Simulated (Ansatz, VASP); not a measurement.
MnO in VASP and in Ansatz

```xyz
2
Lattice="0.0000 2.2239 2.2239 2.2239 0.0000 2.2239 2.2239 2.2239 0.0000" Properties=species:S:1:pos:R:3 pbc="T T T"
Mn    0.0000    0.0000    0.0000
O     2.2239    2.2239    2.2239
```

The cell is a database's computed one.

Alike in both runs: functional BLYP; k mesh 10 × 10 × 10; occupations fermi-dirac, width 0.05 eV; collinear spin.

|  | VASP | Ansatz |
| --- | --- | --- |
| version | VASP 6.6.1 | Ansatz 0.2.0 |
| potentials or method | VASP PAW PBE potentials, release 64 (Mn_pv, O), cutoff 520 eV | all-electron LAPW, scalar-relativistic |
| task | single point | band structure |

VASP gave:

- gap on the k mesh at the Fermi level (eV): none
- pressure (GPa): 3.9
- net moment per atom (μB): 2.35
- size of the moment on the site where the two differ most (μB): 0.23

Estimate Ansatz's values.

gap on the k mesh at the Fermi level (eV): none; pressure (GPa): 3.7; net moment per atom (μB): 2.35; size of the moment on the site where the two differ most (μB): 0.26.

Site moments also hang on the region over which each program counts them. A gap of «none» marks a metal or a gap that the smearing closes. Ansatz ran all-electron here, so the differences hold the error of VASP's frozen core and of both bases.

Caveats: a cell with one magnetic atom can't hold antiferromagnetic order, which such compounds often take; semilocal functionals often make such compounds metallic where correlation or magnetic order opens a gap, which also shifts bond lengths; the PAW data sets were made with another functional, which shifts forces and pressure a little (VASP).
